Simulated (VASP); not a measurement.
# NiO (P-6m2) in VASP: reference runs, part 3 of 3

VASP 6.6.1. Earlier steps stand in the parts before.

## (5) Equation of state, PBE, collinear spin, ferromagnetic start, 8.75 Å³/atom (volume scaled by 0.96)

The input, INCAR:

```
PREC = Accurate ; ENCUT = 520
EDIFF = 1E-7 ; ISMEAR = -1
SIGMA = 0.05 ; LREAL = F
LASPH = T ; NELM = 100
ALGO = Normal ; ISIF = 2
LWAVE = F ; LCHARG = F
ISPIN = 2 ; MAGMOM = 1 0
LORBIT = 11 ; LMAXMIX = 4
GGA = PE ; NBANDS = 19
```

The input, KPOINTS:

```
regular mesh
0
Gamma
  11 11 10
```

The input, POSCAR:

```
NiO
1.0
    2.7454472496      0.0000000000      0.0000000000
   -1.3727236198      2.3776270585      0.0000000000
    0.0000000000      0.0000000000      2.6794204881
Ni O
1 1
Direct
    0.0000000000      0.0000000000      0.0000000000
    0.6666666667      0.3333333333      0.5000000000
```

On the command line:

```sh
cat potpaw_PBE.64/Ni/POTCAR potpaw_PBE.64/O/POTCAR > POTCAR
mpirun -np 1 vasp_std > vasp.out
```

It took 42 s on 1 thread of Intel Xeon Platinum 8559C (Emerald Rapids), shared host; peak memory 0.16 GiB.

Results (log left out):

- Free energy: -10.9958 eV
- Pressure: 13.3 GPa
- Band gap on the k mesh: none (metal or under the smearing width)
- Net moment: 1.68 μB per cell
- Site moments: Ni +1.28; O +0.36 μB
- Valence electrons inside the program's atomic spheres: Ni 9.09; O 4.96

Caveat: a cell with one magnetic atom can't hold antiferromagnetic order, which such compounds often take; semilocal functionals often make such compounds metallic where correlation or magnetic order opens a gap, which also shifts bond lengths.

## (6) Equation of state, PBE, collinear spin, ferromagnetic start, 8.93 Å³/atom (volume scaled by 0.98)

The input, INCAR:

```
PREC     = Accurate       # precision mode
ENCUT    = 520            # plane-wave cutoff, eV
EDIFF    = 1E-7           # SCF threshold, eV
ISMEAR   = -1             # smearing method
SIGMA    = 0.05           # smearing width, eV
LREAL    = F              # projectors in reciprocal space
LASPH    = T              # aspherical terms in the spheres
NELM     = 100            # most SCF steps
ALGO     = Normal         # electronic algorithm
ISIF     = 2              # what is computed and relaxed
LWAVE    = F              # write WAVECAR
LCHARG   = F              # write CHGCAR
ISPIN    = 2              # spin polarisation
MAGMOM   = 1 0            # initial moments
LORBIT   = 11             # projections on sites
LMAXMIX  = 4              # l up to which the mixer works
GGA      = PE             # functional
NBANDS   = 19             # bands
```

The input, KPOINTS:

```
Automatic mesh
0
Gamma
  11 11 10
```

The input, POSCAR:

```
NiO
1.0
    2.7643819669      0.0000000000      0.0000000000
   -1.3821909785      2.3940250047      0.0000000000
    0.0000000000      0.0000000000      2.6978998341
Ni O
1 1
Direct
    0.0000000000      0.0000000000      0.0000000000
    0.6666666667      0.3333333333      0.5000000000
```

Potentials or basis: VASP PAW PBE potentials, release 64 (Ni, O).

On the command line:

```sh
cat potpaw_PBE.64/Ni/POTCAR potpaw_PBE.64/O/POTCAR > POTCAR
mpirun -np 1 vasp_std > vasp.out
```

Run time: 38 s. Hardware: 1 thread of Intel Xeon Platinum 8559C (Emerald Rapids), shared host; peak memory 0.17 GiB.

It converged, with:

```yaml
Free_energy: -11.0215 eV
Pressure: 8.9 GPa
Band_gap_on_the_k_mesh: none (metal or under the smearing width)
Net_moment: 1.78 μB per cell
Site_moments: Ni +1.35; O +0.39 μB
Valence_electrons_inside_the_program's_atomic_spheres: Ni 9.05; O 4.95
```

Caveat: a cell with one magnetic atom can't hold antiferromagnetic order, which such compounds often take; semilocal functionals often make such compounds metallic where correlation or magnetic order opens a gap, which also shifts bond lengths.

## (7) Equation of state, PBE, collinear spin, ferromagnetic start, 9.29 Å³/atom (volume scaled by 1.02)

The input, INCAR:

```
SYSTEM = NiO
PREC = Accurate
ENCUT = 520
EDIFF = 1E-7
ISMEAR = -1
SIGMA = 0.05
LREAL = .False.
LASPH = .True.
NELM = 100
ALGO = Normal
ISIF = 2
LWAVE = .False.
LCHARG = .False.
ISPIN = 2
MAGMOM = 1 0
LORBIT = 11
LMAXMIX = 4
GGA = PE
NBANDS = 19
```

The input, KPOINTS:

```
Automatic mesh
0
Gamma
  11 11 10
  0 0 0
```

The input, POSCAR:

```
NiO
1.0
    2.8014921933      0.0000000000      0.0000000000
   -1.4007460916      2.4261634035      0.0000000000
    0.0000000000      0.0000000000      2.7341175764
Ni O
1 1
Direct
    0.0000000000      0.0000000000      0.0000000000
    0.6666666667      0.3333333333      0.5000000000
```

On the command line:

```sh
cat potpaw_PBE.64/Ni/POTCAR potpaw_PBE.64/O/POTCAR > POTCAR
mpirun -np 1 vasp_std > vasp.out
```

It took 39 s on 1 thread of Intel Xeon Platinum 8559C (Emerald Rapids), shared host; peak memory 0.17 GiB.

It converged, with:

```yaml
Free_energy: -11.0449 eV
Pressure: 1.1 GPa
Band_gap_on_the_k_mesh: none (metal or under the smearing width)
Net_moment: 1.89 μB per cell
Site_moments: Ni +1.42; O +0.41 μB
Valence_electrons_inside_the_program's_atomic_spheres: Ni 8.97; O 4.94
```

Caveat: a cell with one magnetic atom can't hold antiferromagnetic order, which such compounds often take; semilocal functionals often make such compounds metallic where correlation or magnetic order opens a gap, which also shifts bond lengths.

## (8) Equation of state, PBE, collinear spin, ferromagnetic start, 9.47 Å³/atom (volume scaled by 1.04)

The input, INCAR:

```
PREC = Accurate
ENCUT = 520
EDIFF = 1E-7
ISMEAR = -1
SIGMA = 0.05
LREAL = F
LASPH = T
NELM = 100
ALGO = Normal
ISIF = 2
LWAVE = F
LCHARG = F
ISPIN = 2
MAGMOM = 1 0
LORBIT = 11
LMAXMIX = 4
GGA = PE
NBANDS = 19
```

The input, KPOINTS:

```
Automatic mesh
0
Gamma
  11 11 10
```

The input, POSCAR:

```
NiO
1.0
    2.8196842108      0.0000000000      0.0000000000
   -1.4098421003      2.4419181527      0.0000000000
    0.0000000000      0.0000000000      2.7518720841
Ni O
1 1
Direct
    0.0000000000      0.0000000000      0.0000000000
    0.6666666667      0.3333333333      0.5000000000
```

On the command line:

```sh
cat potpaw_PBE.64/Ni/POTCAR potpaw_PBE.64/O/POTCAR > POTCAR
mpirun -np 1 vasp_std > vasp.out
```

Run time: 42 s. Hardware: 1 thread of Intel Xeon Platinum 8559C (Emerald Rapids), shared host; peak memory 0.18 GiB.

It converged, with:

- Free energy: -11.0440 eV
- Pressure: -2.3 GPa
- Band gap on the k mesh: none (metal or under the smearing width)
- Net moment: 1.92 μB per cell
- Site moments: Ni +1.45; O +0.42 μB
- Valence electrons inside the program's atomic spheres: Ni 8.94; O 4.93

Caveat: a cell with one magnetic atom can't hold antiferromagnetic order, which such compounds often take; semilocal functionals often make such compounds metallic where correlation or magnetic order opens a gap, which also shifts bond lengths.

## (9) Equation of state, PBE, collinear spin, ferromagnetic start, 9.66 Å³/atom (volume scaled by 1.06)

The input, INCAR:

```
ALGO     = Normal         # electronic algorithm
EDIFF    = 1E-7           # SCF threshold, eV
ENCUT    = 520            # plane-wave cutoff, eV
GGA      = PE             # functional
ISIF     = 2              # what is computed and relaxed
ISMEAR   = -1             # smearing method
ISPIN    = 2              # spin polarisation
LASPH    = True           # aspherical terms in the spheres
LCHARG   = False          # write CHGCAR
LMAXMIX  = 4              # l up to which the mixer works
LORBIT   = 11             # projections on sites
LREAL    = False          # projectors in reciprocal space
LWAVE    = False          # write WAVECAR
MAGMOM   = 1 0            # initial moments
NBANDS   = 19             # bands
NELM     = 100            # most SCF steps
PREC     = Accurate       # precision mode
SIGMA    = 0.05           # smearing width, eV
```

The input, KPOINTS:

```
k-points
0
Gamma
  11 11 10
```

The input, POSCAR:

```
NiO
1.0
    2.8376444671      0.0000000000      0.0000000000
   -1.4188222284      2.4574721909      0.0000000000
    0.0000000000      0.0000000000      2.7694004044
Ni O
1 1
Direct
    0.0000000000      0.0000000000      0.0000000000
    0.6666666667      0.3333333333      0.5000000000
```

Potentials or basis: VASP PAW PBE potentials, release 64 (Ni, O).

On the command line:

```sh
cat potpaw_PBE.64/Ni/POTCAR potpaw_PBE.64/O/POTCAR > POTCAR
mpirun -np 1 vasp_std > vasp.out
```

Run time: 50 s. Hardware: 1 thread of Intel Xeon Platinum 8559C (Emerald Rapids), shared host; peak memory 0.18 GiB.

Results (log left out):

* Free energy: -11.0359 eV
* Pressure: -5.2 GPa
* Band gap on the k mesh: none (metal or under the smearing width)
* Net moment: 1.95 μB per cell
* Site moments: Ni +1.47; O +0.43 μB
* Valence electrons inside the program's atomic spheres: Ni 8.91; O 4.92

Caveat: a cell with one magnetic atom can't hold antiferromagnetic order, which such compounds often take; semilocal functionals often make such compounds metallic where correlation or magnetic order opens a gap, which also shifts bond lengths.

## (10) Equation of state, PBE, collinear spin, ferromagnetic start

Potentials or basis: VASP PAW PBE potentials, release 64 (Ni, O).

No new run: the results of the series are fitted here.

What came out:

| Property | Result |
| --- | --- |
| Equilibrium volume | 9.36 Å³/atom |
| Bulk modulus at fixed shape and positions | 170 GPa |
| Pressure derivative of the bulk modulus | 5.9 (rough: it moves with the points fitted) |

Energy against volume, from the lowest point:
```csv
volume (Å³/atom),energy (meV/atom)
8.563,43.85
8.745,24.52
8.927,11.67
9.110,3.63
9.292,0.00
9.474,0.42
9.656,4.50
```

Caveat: the fit is doubtful: noisy points or a state that changes with volume; the cell was scaled at fixed shape and fractional positions, which overstates the stiffness of a crystal with free parameters, most of all of layers and chains.

## (11) Overview

```tsv
task	cell	gap on the mesh (eV)	pressure (GPa)	moment (μB)
single point	as given	none	4.8	1.84
single point	atoms moved at random, drawn with an rms of 0.05 Å	none	5.6	1.74
equation of state	as given	-	-	-
```

Alike in all rows: level PBE; potentials or basis VASP PAW PBE potentials, release 64 (Ni, O); spin collinear, ferromagnetic start; k mesh 11 × 11 × 10; cutoff (eV) 520; smearing fermi-dirac 0.05 eV.

Caveats: a cell with one magnetic atom can't hold antiferromagnetic order, which such compounds often take (some runs); semilocal functionals often make such compounds metallic where correlation or magnetic order opens a gap, which also shifts bond lengths (some runs); the fit is doubtful: noisy points or a state that changes with volume (some runs); the cell was scaled at fixed shape and fractional positions, which overstates the stiffness of a crystal with free parameters, most of all of layers and chains (some runs).

Absolute energies hang on the potentials; compare differences alone.
